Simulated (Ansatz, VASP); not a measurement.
One calculation of Ti3Al, two programs

```
Ti Al
1.0
     0.00000    3.27431    3.27431
     3.27431    0.00000    3.27431
     3.27431    3.27431    0.00000
Ti Al
3 1
Direct
  0.75000 0.75000 0.75000
  0.25000 0.25000 0.25000
  0.00000 0.00000 0.00000
  0.50000 0.50000 0.50000
```

The cell comes from a database or a generator and needn't be the stable form of this composition.

Alike in both runs: task single point; functional PBEsol; dispersion D4; k mesh 6 × 6 × 6; occupations fermi-dirac, width 0.15 eV; no spin polarisation.

```csv
,VASP,Ansatz
version,VASP 6.6.1,Ansatz 0.2.0
potentials or method,"VASP PAW PBE potentials, release 64 (Ti_sv, Al)","plane waves, PAW"
plane-wave cutoff (eV),520,500
valence electrons in the cell,39,39
```

```tsv
	VASP	Ansatz	Ansatz less VASP
pressure (GPa)	-9.1	-9.1	+0.04
dispersion energy (meV/atom)	-134.5	-134.6	-0.12
```

Caveats: the PAW data sets were made with another functional, which shifts forces and pressure a little (VASP); pairwise dispersion overbinds metals, which lowers pressure and volume.
